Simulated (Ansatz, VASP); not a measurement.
**As in VASP and in Ansatz**

```xyz
1
Lattice="-3.7306 3.7306 1.2346 3.7306 -3.7306 1.2346 3.7306 3.7306 -1.2346" Properties=species:S:1:pos:R:3 pbc="T T T"
As    0.0000    0.0000    0.0000
```

Alike in both runs: task single point; functional PBEsol; k mesh 8 × 8 × 8; occupations gaussian, width 0.1 eV; no spin polarisation.

```csv
,VASP,Ansatz
version,VASP 6.6.1,Ansatz 0.2.0
potentials or method,"VASP PAW PBE potentials, release 64 (As)","scalar-relativistic, plane waves, PAW"
plane-wave cutoff (eV),520,420
valence electrons in the cell,5,15
```

```csv
,VASP,Ansatz,Ansatz less VASP
gap on the k mesh at the Fermi level (eV),none,none,-
pressure (GPa),-2.8,-2.9,-0.06
largest component of the traceless stress (GPa),4.90,5.02,+0.121
```

A gap of «none» marks a metal or a gap that the smearing closes. The functional is the same, so the differences come from potentials, cutoffs and numerics. The two sets of potentials don't hold the same shells in valence.

Caveats: the PAW data sets were made with another functional, which shifts forces and pressure a little (VASP).
